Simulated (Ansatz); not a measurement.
# GaSe: the cost of one run

Computed with Ansatz 0.2.0 (DFT, PBE, plane-wave PAW, default files, scalar-relativistic, as far as a step names no other, unless a step's input says otherwise).

## (1) The structure to begin with

It takes space group P6_3/mmc (No. 194, hexagonal). The conventional cell has a = 3.750 Å, b = 3.750 Å, c = 15.920 Å, α = 90.00°, β = 90.00°, γ = 120.00°. Around Ga (site symmetry 3m) lie 3 Se at 2.49 Å. Around Se (site symmetry 3m) lie 1 Se at 2.32 Å and 3 Ga at 2.49 Å.

As a file:

```cif
data_structure
_symmetry_space_group_name_H-M 'P6_3/mmc'
_symmetry_Int_Tables_number 194
_cell_length_a 3.7500
_cell_length_b 3.7500
_cell_length_c 15.9200
_cell_angle_alpha 90.000
_cell_angle_beta 90.000
_cell_angle_gamma 120.000
_cell_volume 193.88
loop_
_atom_site_label
_atom_site_type_symbol
_atom_site_symmetry_multiplicity
_atom_site_Wyckoff_symbol
_atom_site_fract_x
_atom_site_fract_y
_atom_site_fract_z
_atom_site_occupancy
Ga1 Ga 4 f 0.33333 0.66667 0.90000 1
Se1 Se 4 f 0.33333 0.66667 0.17700 1
```

The earlier run gave: no gap over 0.1 eV on the mesh, largest force 1.793 eV/Å, pressure 11.1 GPa.

The printed gradients, by site:

| site | atoms | first shell | V_zz (10²¹ V/m²) | η | C_Q (MHz) |
| --- | --- | --- | --- | --- | --- |
| Ga | 1, 2, 3, 4 | 3 Se at 2.49 Å | 1.16 | 0.00 | 3.00 (⁷¹Ga) |
| Se | 5, 6, 7, 8 | 1 Se at 2.32 Å, 3 Ga at 2.49 Å | 24.1 | 0.00 | – |

Conventions: |V_zz| ≥ |V_yy| ≥ |V_xx|, η = (V_xx − V_yy)/V_zz, C_Q = eQV_zz/h. Nuclear quadrupole moments: year-2017 set (Pyykkö). A dash under C_Q marks elements without a common quadrupolar isotope.

## (2) Z stretched by +2 %, ions relaxed

Contents of input.yaml:

```yaml
crystal:
  lattice:
    - [3.7500020507, 0.0, 0.0]
    - [-1.8750010253, 3.2475970401, 0.0]
    - [0.0, 0.0, 16.2384]
  atoms:
    - { symbol: Ga, position: [0.3333333333, 0.6666666667, 0.9276668802] }
    - { symbol: Ga, position: [0.6666666667, 0.3333333333, 0.4276668802] }
    - { symbol: Ga, position: [0.3333333333, 0.6666666667, 0.5723331198] }
    - { symbol: Ga, position: [0.6666666667, 0.3333333333, 0.0723331198] }
    - { symbol: Se, position: [0.3333333333, 0.6666666667, 0.1563792316] }
    - { symbol: Se, position: [0.6666666667, 0.3333333333, 0.6563792316] }
    - { symbol: Se, position: [0.3333333333, 0.6666666667, 0.3436207684] }
    - { symbol: Se, position: [0.6666666667, 0.3333333333, 0.8436207684] }
kpoints:
  mp_grid: { grid: [14, 14, 3] }
scf:
  occupations: { method: fermi_dirac, width: 0.05 }
hamiltonian:
  xc: pbe
  pseudopotentials: { kind: paw }
output:
  forces: true
  stress: true
  populations: true
  efg: { quadrupole_moments_barn: { Ga: 0.107 }, contact_densities: true }
relax:
  f_tol: 0.02
  max_steps: 60
```

Launch:

```
ansatz run input.yaml --threads 1 --pin off --max-ram 3072MiB --backend cpu --events-out ev --progress --plain --runs-dir out
```

What time and memory should one allow on 1 thread of Intel Xeon 6975P-C (Granite Rapids), shared host?

About 39 s, with a peak of 0.87 GiB.
